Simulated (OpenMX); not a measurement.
Zr:

```
Zr
1.0
    -1.81000    1.81000    1.81000
     1.81000   -1.81000    1.81000
     1.81000    1.81000   -1.81000
Zr
1
Direct
  0.00000 0.00000 0.00000
```

This isn't the form of Zr at room conditions, which is hcp.

- Program: OpenMX 3.8.5
- Task: single point
- Functional: PBE
- Potentials or basis: OpenMX 2013 PBE set, Zr7.0-s3p2d2, grid cutoff 400 Ry
- k mesh: 11 × 11 × 11
- Occupations: fermi-dirac, width 0.05 eV
- Spin: no spin polarisation

On this cell: pressure -1.8 GPa; band gap on the k mesh none (metal or under the smearing width).

The same run follows on a disturbed copy (cell strained at random at fixed volume):

```xyz
1
Lattice="-1.8443 1.8602 1.7746 1.8791 -1.8715 1.8207 1.7505 1.7778 -1.7858" Properties=species:S:1:pos:R:3 pbc="T T T"
Zr   -0.0278    0.0705    0.0110
```

Problem. What does the disturbed cell give?

Solution. The energy (extrapolated to zero smearing) moves by +7.6 meV/atom; pressure -1.8 GPa; band gap on the k mesh none (metal or under the smearing width).

Caveats: the basis of atomic orbitals isn't converged, which shifts pressures, moduli and gaps.
